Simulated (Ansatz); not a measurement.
# NaI: what the electron mass says about interband coupling

All numbers below come from DFT PBE, scalar-relativistic, plane waves, PAW (Ansatz 0.2.0).

Settings: cutoff 420 eV, Γ-centred mesh 6×6×6 on the computed 2-atom cell, Gaussian smearing of 0.02 eV; no spin polarisation.

Relaxed cell: Fm-3m, a = 6.528 Å, b = 6.528 Å, c = 6.528 Å, α = 90.00°, β = 90.00°, γ = 90.00°, 2 atoms in the primitive cell.

The direct gap at Γ is 3.577 eV, and at Γ the conduction band has a mass of 0.2721 mₑ and the lightest hole 0.3941 mₑ, both along x.

Problem. Use two-band k·p theory to get the Kane energy. As an exercise, what mass follows if the true gap is 1.5 times the computed one (semilocal functionals can miss by more, threefold or worse in zinc and cadmium oxides)?

Solution. Coupling to the valence top alone gives mₑ/m* = 1 + E_P/E_g, so E_P = E_g (mₑ/m* − 1) = 3.577 × (3.68 − 1) = 9.6 eV. The light hole is the mirror band, mₑ/mₗₕ = E_P/E_g − 1, and gives 12.7 eV; the spread shows what other bands add. Fits to experiment give about 15 to 31 eV for common tetrahedral semiconductors; the figure from the electron is a net one, lowered by higher conduction bands, and semilocal functionals tend to give less. With E_P fixed and E_g = 5.37 eV the mass becomes 0.359 mₑ: in this model the mass grows with the gap, in proportion where E_P ≫ E_g, which is why functionals that close gaps give light electrons. A correction that opens the gap also strengthens the coupling, so the true mass usually rises less. Remote bands and spin-orbit splitting are left out of the model.

Spin-orbit coupling is left out, which matters for the bands of heavy elements.